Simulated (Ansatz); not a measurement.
## InN: response to strain

Consider InN in the wurtzite structure (space group P6_3mc, No. 186; a = 3.537 Å, c = 5.714 Å).

Strains are applied to the cell and any free atomic positions relax.

Method: PBEsol in Ansatz (plane waves to 420 eV, PAW, no spin-orbit coupling).

Notes on the quantities. energy relative to the base: free energy F.

| isotropic strain (%) | energy relative to the base (meV/atom) |
|---|---|
| -5.62 | 229.7 |
| -4.52 | 142.5 |
| -2.54 | ? |
| -1.99 | 25.1 |
| -1.1 | 7.4 |
| 0 | 0.0 |

Problem. Fit ΔE = Aε² + Bε³ (ε in %) to the rows shown and predict the withheld row.

Solution. Least squares on the printed values gives A = 5.78 and B = -0.27 meV/atom (largest residual 0.1 meV/atom); this predicts 41.6 meV/atom, and the run gives 41.8 meV/atom, 0.2 higher.

A case with no gap was solved on a k-mesh chosen for an insulator, which is coarse for it. No phonon test of stability was made. All final runs are without spin polarisation.

Ansatz is an electronic-structure program.
